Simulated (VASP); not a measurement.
# Mg (P6_3/mmc) in VASP: notebook

The runs below take Mg through relaxation of cell and atoms, with PBEsol, PBE+D3(BJ).

Program: VASP 6.6.1. These are calculated values, not measurements. Logs are shortened: lines on timing, memory, paths and dates and some standing lists are left out, and cuts for length are marked.

### 1 The crystal as given

Symmetry: P6_3/mmc, No. 194, hexagonal system. Conventional cell: a = 3.195 Å, b = 3.195 Å, c = 5.089 Å, α = 90.00°, β = 90.00°, γ = 120.00°. Mg (site symmetry -6m2) is surrounded by 12 Mg at 3.14 to 3.19 Å.

### 2 Relaxation of cell and atoms, PBEsol

Contents of INCAR:

```
PREC = Accurate
ENCUT = 600
EDIFF = 1E-7
ISMEAR = 1
SIGMA = 0.1
LREAL = False
LASPH = True
NELM = 80
ALGO = Normal
ISIF = 3
LWAVE = False
LCHARG = False
GGA = PS
IBRION = 2
NSW = 90
EDIFFG = -0.005
KPAR = 2
```

Contents of KPOINTS:

```
Automatic mesh
0
Gamma
  15 15 7
```

Contents of POSCAR:

```
Mg                                      
1.0
    3.1945251361      0.0000000000      0.0000000000
   -1.5972625681      2.7665399209      0.0000000000
   -0.0000000000     -0.0000000000      5.0890011584
  Mg            
     2
Direct
     0.3333333332999970    0.6666666667000030    0.2500000000000000
     0.6666666667000030    0.3333333332999970    0.7500000000000000
```

Potentials or basis: VASP PAW PBE potentials, release 64 (Mg).

The run is started by

```console
cat potpaw_PBE.64/Mg/POTCAR > POTCAR
mpirun -np 2 vasp_std > vasp.out
```

OUTCAR:

```text
PREC = Accurate
   ENCUT = 600
   EDIFF = 1E-7
   ISMEAR = 1
   LREAL = False
   LASPH = True
   NELM = 80
   ISIF = 3
   GGA = PS
   IBRION = 2
   NSW = 90
   EDIFFG = -0.005

 ion  position               nearest neighbor table
   1  0.333  0.667  0.250-   2 3.14   2 3.14   2 3.14   2 3.14   2 3.14   2 3.14
   2  0.667  0.333  0.750-   1 3.14   1 3.14   1 3.14   1 3.14   1 3.14   1 3.14

  LATTYP: Found a hexagonal cell.
 ALAT       =     3.1945251361
 C/A-ratio  =     1.5930383834

  Lattice vectors:

 A1 = (   3.1945251361,   0.0000000000,   0.0000000000)
 A2 = (  -1.5972625681,   2.7665399209,   0.0000000000)
 A3 = (   0.0000000000,   0.0000000000,   5.0890011584)

Analysis of symmetry for initial positions (statically):
=====================================================================
 Subroutine PRICEL returns:
 Original cell was already a primitive cell.

 Routine SETGRP: Setting up the symmetry group for a
 hexagonal supercell.

 Subroutine GETGRP returns: Found 24 space group operations
 (whereof 12 operations were pure point group operations)
 out of a pool of 24 trial point group operations.

The static configuration has the point symmetry D_3d.
 The point group associated with its full space group is D_6h.

Analysis of symmetry for dynamics (positions and initial velocities):
=====================================================================
 Subroutine PRICEL returns:
 Original cell was already a primitive cell.

 Routine SETGRP: Setting up the symmetry group for a
 hexagonal supercell.

 Subroutine GETGRP returns: Found 24 space group operations
 (whereof 12 operations were pure point group operations)
 out of a pool of 24 trial point group operations.

The dynamic configuration has the point symmetry D_3d.
 The point group associated with its full space group is D_6h.

 Subroutine INISYM returns: Found 24 space group operations
 (whereof 12 operations are pure point group operations),
 and found     1 'primitive' translations

----------------------------------------------------------------------------------------

                                     Primitive cell

  volume of cell :      44.9755

  direct lattice vectors                    reciprocal lattice vectors
     3.194525136  0.000000000  0.000000000     0.313035571  0.180731171  0.000000000
    -1.597262568  2.766539921  0.000000000     0.000000000  0.361462342  0.000000000
     0.000000000  0.000000000  5.089001158     0.000000000  0.000000000  0.196502215

  length of vectors
     3.194525136  3.194525136  5.089001158     0.361462342  0.361462342  0.196502215

  position of ions in fractional coordinates (direct lattice)
     0.333333333  0.666666667  0.250000000
     0.666666667  0.333333333  0.750000000

  ion indices of the primitive-cell ions
   primitive index   ion index
                 1           1
                 2           2

----------------------------------------------------------------------------------------

 KPOINTS: Automatic mesh

Automatic generation of k-mesh.
 Grid dimensions read from file:
 generate k-points for:   15   15    7

 Generating k-lattice:

  Cartesian coordinates                     Fractional coordinates (reciprocal lattice)
     0.020869038  0.012048745  0.000000000     0.066666667  0.000000000  0.000000000
     0.000000000  0.024097489  0.000000000     0.000000000  0.066666667  0.000000000
     0.000000000  0.000000000  0.028071745     0.000000000  0.000000000  0.142857143

  Length of vectors
     0.024097489  0.024097489  0.028071745

  Shift w.r.t. Gamma in fractional coordinates (k-lattice)
     0.000000000  0.000000000  0.000000000

 Subroutine IBZKPT returns following result:
 ===========================================

 Found    108 irreducible k-points:

 Following reciprocal coordinates:
            Coordinates               Weight
  0.000000  0.000000  0.000000      1.000000
  0.066667  0.000000  0.000000      6.000000
  0.133333 -0.000000  0.000000      6.000000
  0.200000 -0.000000  0.000000      6.000000
  0.266667 -0.000000  0.000000      6.000000
  0.333333 -0.000000  0.000000      6.000000
[... 16 lines left out ...]
  0.333333  0.200000  0.000000     12.000000
  0.400000  0.200000  0.000000      6.000000
 [... further k-points ...]
   k-points           NKPTS =    108   k-points in BZ     NKDIM =    108   number of bands    NBANDS=      6
   number of dos      NEDOS =    301   number of ions     NIONS =      2
   total plane-waves  NPLWV =  32928
   dimension x,y,z NGX =    28 NGY =   28 NGZ =   42
   dimension x,y,z NGXF=    56 NGYF=   56 NGZF=   84
   ions per type =               2
   NGX,Y,Z   is equivalent  to a cutoff of  14.57, 14.57, 13.72 a.u.
   NGXF,Y,Z  is equivalent  to a cutoff of  29.14, 29.14, 27.44 a.u.
 SYSTEM =  unknown system
   PREC   = accura    normal or accurate (medium, high low for compatibility)
   ISTART =      0    job   : 0-new  1-cont  2-samecut
   ICHARG =      2    charge: 1-file 2-atom 10-const
   ISPIN  =      1    spin polarized calculation?
   LNONCOLLINEAR =      F non collinear calculations
   LSORBIT =      F    spin-orbit coupling
   LASPH  =      T    aspherical Exc in radial PAW
   ENCUT  =  600.0 eV  44.10 Ry    6.64 a.u.   6.38  6.38 10.16*2*pi/ulx,y,z
   NELM   =     80;   NELMIN=  2; NELMDL= -5     # of ELM steps
   EDIFF  = 0.1E-06   stopping-criterion for ELM
   LREAL  =      F    real-space projection
   EDIFFG = -.5E-02   stopping-criterion for IOM
   NSW    =     90    number of steps for IOM
   IBRION =      2    ionic relax: 0-MD 1-quasi-New 2-CG
   NFREE  =      1    steps in history (QN), initial steepest desc. (CG)
   ISIF   =      3    stress and relaxation
   ISYM   =      2    0-nonsym 1-usesym 2-fastsym
   POTIM  = 0.5000    time-step for ionic-motion
   TEBEG  =    0.0;   TEEND  =   0.0 temperature during run
   PSTRESS=    0.0 pullay stress
   NELECT =       4.0000    total number of electrons
   NUPDOWN=      -1.0000    fix difference up-down
   EMIN   =  10.00;   EMAX   =-10.00  energy-range for DOS
   EFERMI =   0.00;   METHOD = LEGACY
   ISMEAR =     1;   SIGMA  =   0.10  broadening in eV -4-tet -1-fermi 0-gaus
   EFERMI_NEDOS =   21; number of points for ismear=-14 and -15
   IALGO  =     38    algorithm
   IMIX   =      4    mixing-type and parameters
     AMIX     =   0.40;   BMIX     =  1.00
     AMIX_MAG =   1.60;   BMIX_MAG =  1.00
  volume/ion in A,a.u.               =      22.49       151.75
  Fermi-wavevector in a.u.,A,eV,Ry     =   0.730751  1.380920  7.265475  0.533997
  Thomas-Fermi vector in A             =   1.822799
   LORBIT       =      0    0 simple, 1 ext, 2 COOP (PROOUT), +10 PAW based schemes
   GGA     = PS    functional components
   LHFCALC =     F    Hartree Fock is set to
   AEXX    =    0.0000 exact exchange contribution
   IVDW    =     0    specifies the selected vdW correction
   LEPSILON=     F    determine dielectric tensor
   LRPA    =     F    only Hartree local field effects (RPA)
 conjugate gradient relaxation of ions
 non-spin polarized calculation
 Methfessel and Paxton  Order N= 1 SIGMA  =   0.10
  energy-cutoff  :      600.00
  volume of cell :       44.98
 maximum number of plane-waves:      1521
 NGX is ok and might be reduce to    28
   NGX = 13   NGY = 13   NGZ = 21

 number of electron       4.0000000 magnetization

 Free energy of the ion-electron system (eV)
  ---------------------------------------------------
  ext. energy  EPLUGINS =         0.00000000
  ---------------------------------------------------
  free energy    TOTEN  =        -3.45095175 eV

  energy without entropy =       -3.45052501  energy(sigma->0) =       -3.45080950

 E-fermi :   2.6569     XC(G=0):  -8.5984

 val. band max:        2.6345122843   @ k =   0.4000   0.0667   0.2857
 cond. band min:       2.6894743777   @ k =   0.3333   0.1333   0.0000
 fundamental gap:      0.0549620934
 Fermi energy:         2.6568848359

 k-point     1 :       0.0000    0.0000    0.0000
  band No.  band energies     occupation
      1      -4.3188      2.00000
      2       1.0821      2.00000
      3       1.6401      2.00000
      4      13.5434      0.00000
      5      13.5434      0.00000
      6      13.6569      0.00000

 k-point     2 :       0.0667    0.0000    0.0000
  band No.  band energies     occupation
      1      -4.2312      2.00000
      2       1.1618      2.00000
      3       1.7249      2.00000
      4      11.7949      0.00000
      5      12.5758      0.00000
      6      13.4143      0.00000

 k-point     3 :       0.1333   -0.0000    0.0000
  band No.  band energies     occupation
      1      -3.9689      2.00000
      2       1.4008      2.00000
      3       1.9769      2.00000
      4       9.7538      0.00000
      5      11.6973      0.00000
      6      12.4755      0.00000

 k-point     4 :       0.2000   -0.0000    0.0000
  band No.  band energies     occupation
      1      -3.5334      2.00000
      2       1.7995      2.00000
      3       2.3877      2.00094
      4       7.8023      0.00000
      5      10.9654      0.00000
      6      11.4829      0.00000

 k-point     5 :       0.2667   -0.0000    0.0000
  band No.  band energies     occupation
      1      -2.9270      2.00000
      2       2.3583      2.00020
      3       2.9283     -0.00084
      4       6.0080      0.00000
      5      10.3810      0.00000
      6      10.4464      0.00000
[... 136 lines left out ...]
 k-point    21 :       0.2000    0.2000    0.0000
  band No.  band energies     occupation
      1      -1.9822      2.00000
      2       3.2373     -0.00000
      3       3.6613     -0.00000
      4       5.4195      0.00000
      5       6.0550      0.00000
      6      10.1849      0.00000

 k-point    22 :       0.2667    0.2000    0.0000
  band No.  band energies     occupation
      1      -1.1318      2.00000
      2       3.5835     -0.00000
      3       4.0365     -0.00000
      4       4.5582     -0.00000
      5       5.7628      0.00000
      6       8.8295      0.00000

 k-point    23 :       0.3333    0.2000    0.0000
  band No.  band energies     occupation
      1      -0.1228      2.00000
      2       2.3232      2.00003
      3       4.5604     -0.00000
      4       4.9921      0.00000
      5       6.1754      0.00000
      6       7.4221      0.00000

 k-point    24 :       0.4000    0.2000    0.0000
  band No.  band energies     occupation
      1       1.0242      2.00000
      2       1.0482      2.00000
      3       4.5514     -0.00000
      4       5.9436      0.00000
      5       6.3147      0.00000
      6       6.6519      0.00000

 [... further k-points ...]
[... 5 lines left out ...]
  --------------------------------------------------------------------------------------
  -------------------------------------------------------------------------------------
  Total        0.0003366      0.0003366     -0.0002788     -0.0000000      0.0000000      0.0000000
  in kB        0.0119923      0.0119923     -0.0099301     -0.0000000      0.0000000      0.0000000
  external PRESSURE =       0.0046849 kB  Pullay stress =       0.0000000 kB

 VOLUME and BASIS-vectors are now :
 -----------------------------------------------------------------------------
  energy-cutoff  :      600.00
  volume of cell :       44.98
      direct lattice vectors                 reciprocal lattice vectors
     3.194525136  0.000000000  0.000000000     0.313035571  0.180731171  0.000000000
    -1.597262568  2.766539921  0.000000000     0.000000000  0.361462342  0.000000000
     0.000000000  0.000000000  5.089001158     0.000000000  0.000000000  0.196502215

 POSITION                                       TOTAL-FORCE (eV/Angst)
 -----------------------------------------------------------------------------------
     -0.00000      1.84436      1.27225         0.000000     -0.000000      0.000000
      1.59726      0.92218      3.81675        -0.000000      0.000000      0.000000
 -----------------------------------------------------------------------------------
    total drift:                                0.000000     -0.000000      0.000000

  FREE ENERGIE OF THE ION-ELECTRON SYSTEM (eV)
  ---------------------------------------------------
  free  energy   TOTEN  =        -3.4509517486 eV

  energy  without entropy=       -3.4505250061  energy(sigma->0) =       -3.45080950

 reached required accuracy - stopping structural energy minimisation
```

Wall time 7.1 s (2 MPI ranks of Intel Xeon 6975P-C (Granite Rapids), shared host); peak memory 0.18 GiB.

Results:

- Free energy: -3.4510 eV
- Pressure after relaxing: 0.0 GPa
- Band gap on the k mesh: none (metal or under the smearing width)

Final structure:
```
Mg
1.0
     3.19453    0.00000    0.00000
    -1.59726    2.76654    0.00000
     0.00000    0.00000    5.08900
Mg
2
Cartesian
  0.0000 1.8444 1.2722
  1.5973 0.9222 3.8168
```

Caveat: the relaxation stopped at its first step, so nothing moved; the PAW data sets were made with another functional, which shifts forces and pressure a little.

### 3 Relaxation of cell and atoms, PBE+D3(BJ)

This run uses another cell than the first one, of 23.24 Å³/atom, 1.033 times its volume.

Contents of INCAR:

```
SYSTEM = Mg
PREC = Accurate
ENCUT = 600
EDIFF = 1E-6
ISMEAR = 1
SIGMA = 0.1
LREAL = .False.
LASPH = .True.
NELM = 80
ALGO = Normal
ISIF = 3
LWAVE = .False.
LCHARG = .False.
GGA = PE
IVDW = 12
IBRION = 2
NSW = 90
EDIFFG = -0.01
```

Contents of KPOINTS:

```
Automatic mesh
0
Gamma
  15 15 7
  0 0 0
```

Contents of POSCAR:

```
Mg
1.0
    3.2093000000      0.0000000000      0.0000000000
   -1.6046500000      2.7793353284      0.0000000000
    0.0000000000      0.0000000000      5.2103000000
Mg
2
Direct
    0.3333333333      0.6666666667      0.2500000000
    0.6666666667      0.3333333333      0.7500000000
```

Potentials or basis: VASP PAW PBE potentials, release 64 (Mg).

The run is started by

```console
cat potpaw_PBE.64/Mg/POTCAR > POTCAR
mpirun -np 1 vasp_std > vasp.out
```

Run time: 92 s. Hardware: 1 thread of AMD EPYC 7R13 (Zen 3), shared host; peak memory 0.19 GiB.

Results (log left out):

```
Free energy                            : -3.6011 eV
Relaxed volume                         : 21.67 Å³/atom
Relaxed cell                           : a = 3.155 Å, b = 3.155 Å, c = 5.027 Å, α = 90.00°, β = 90.00°, γ = 120.00°
Space group after relaxing (to 0.05 Å) : P6_3/mmc (No. 194)
Energy gained by relaxing              : 13.8 meV/atom
Ionic steps                            : 6
Pressure after relaxing                : 0.0 GPa
Band gap on the k mesh                 : none (metal or under the smearing width)
Dispersion energy per atom             : -0.300 eV
```

The path:
```
step  energy change (eV)  largest force (eV/Å)  pressure (GPa)  volume (Å³)
   1              0.0000                0.0000           -2.49        46.47
   2             -0.0254                0.0000           -0.70        44.09
   3             -0.0273                0.0000           -0.02        43.32
   4             -0.0273                0.0000            0.04        43.26
   5             -0.0274                0.0000            0.03        43.28
   6             -0.0276                0.0000           -0.03        43.33
```

Final structure:
```
Mg
1.0
     3.15486    0.00000    0.00000
    -1.57743    2.73219    0.00000
     0.00000    0.00000    5.02708
Mg
2
Direct
  0.33333 0.66667 0.25000
  0.66667 0.33333 0.75000
```

Levels at points of the mesh, in eV from the Fermi level:
| k point | band 1 | band 2 | band 3 | band 4 | band 5 |
| --- | --- | --- | --- | --- | --- |
| (0.00, 0.00, 0.00) | -7.14 | -1.64 | -1.02 | 11.11 | 11.11 |

Caveat: pairwise dispersion overbinds metals, which lowers pressure and volume.
